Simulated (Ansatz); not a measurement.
# TaN: the cost of one run

Program: Ansatz 0.2.0. Level of theory: DFT PBE, scalar-relativistic, plane waves, PAW. These are calculated values, not measurements.

3 further runs of the same task are left out: 1 that didn't finish, 2 set aside as unsound or not needed.

### 1 Starting point

The structure is cubic, space group Fm-3m (No. 225). The conventional cell has a = 4.417 Å, b = 4.417 Å, c = 4.417 Å, α = 90.00°, β = 90.00°, γ = 90.00°. Ta (site symmetry m-3m) is surrounded by 6 N at 2.21 Å. Around N (site symmetry m-3m) lie 6 Ta at 2.21 Å.

As a file:

```xyz
2
Lattice="0.0000 2.2086 2.2086 2.2086 0.0000 2.2086 2.2086 2.2086 0.0000" Properties=species:S:1:pos:R:3 pbc="T T T"
Ta    2.2086    2.2086    2.2086
N     0.0000    0.0000    0.0000
```

It is the result of an earlier relaxation at this level (volume 10.77 Å³/atom; gap on the mesh: none (metal)).

### 2 Bands, states and charges

Input file input.yaml:

```yaml
crystal:
  lattice:
    - [0.0, 2.179, 2.179]
    - [2.179, 0.0, 2.179]
    - [2.179, 2.179, 0.0]
  atoms:
    - { symbol: Ta, position: [0.5, 0.5, 0.5], spin: 1.0 }
    - { symbol: "N", position: [0.0, 0.0, 0.0] }
basis:
  ecutwfc: 420
kpoints:
  mp_grid: { grid: [8, 8, 8] }
hamiltonian:
  xc: pbe
scf:
  occupations: { method: gaussian, width: 0.1 }
  lower_state_search: "off"
output:
  forces: true
  stress: true
  eigenvalues: true
  populations: true
magnetization:
  spin_polarized: true
```

Started as:

```console
$ ansatz run input.yaml --threads 1 --pin off --max-ram 2560MiB --backend cpu --events-out ev --progress --plain --runs-dir out
```

Q: Estimate wall time and peak memory on 1 thread of Intel Xeon Platinum 8375C at 2.90GHz (Ice Lake), shared host.

About 3.7 s, with a peak of 0.33 GiB.
